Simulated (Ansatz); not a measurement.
S: from a trial structure to a relaxed crystal

Method: DFT PBE, scalar-relativistic, plane waves, PAW (Ansatz 0.2.0). Cutoff 420 eV, Γ-centred k mesh, Gaussian smearing, no spin polarisation in the final step.

The start is a random cell of S with space group P3_2 (No. 145), drawn with lower limits on the distances.

```yaml
crystal:
  lattice:
    - [4.77104, 0.00000, 0.00000]
    - [-2.38552, 4.13185, 0.00000]
    - [0.00000, 0.00000, 4.57798]
  atoms:
    - { symbol: S, position: [0.16798, 0.35397, 0.85266] }
    - { symbol: S, position: [0.18599, 0.83202, 0.18599] }
    - { symbol: S, position: [0.64603, 0.81401, 0.51933] }
```

Cell and atoms relax at zero pressure; the relaxation can't lower the symmetry of the start. After a coarse first stage the cell is made exact in the group found at 0.06 Å.

Energies count from the standard state of S at the same level.

Q: What does it relax into?

A: It ends in P3_221 (No. 154). Conventional cell: a = 5.210 Å, c = 4.418 Å. S is coordinated by 2 S at 2.08 Å.

```
S
1.0
     5.21040    0.00000    0.00000
    -2.60520    4.51234    0.00000
     0.00000    0.00000    4.41811
S
3
Direct
  0.83760 0.83760 0.50000
  0.00000 0.16240 0.83333
  0.16240 0.00000 0.16667
```

Q: What are its volume, energy, density and gap?

A: The volume per atom is 34.6 Å³, the density is 1.5 g/cm³ and the energy over the standard structure is 0.039 eV/atom. The gap on the 6×6×6 mesh is 2.49 eV.

The final run used a 6×6×6 mesh on its 3-atom cell and 0.02 eV smearing. Weakly bound directions are ill-defined at this level, which has no dispersion term. A structure relaxed within its symmetry needn't be a true minimum.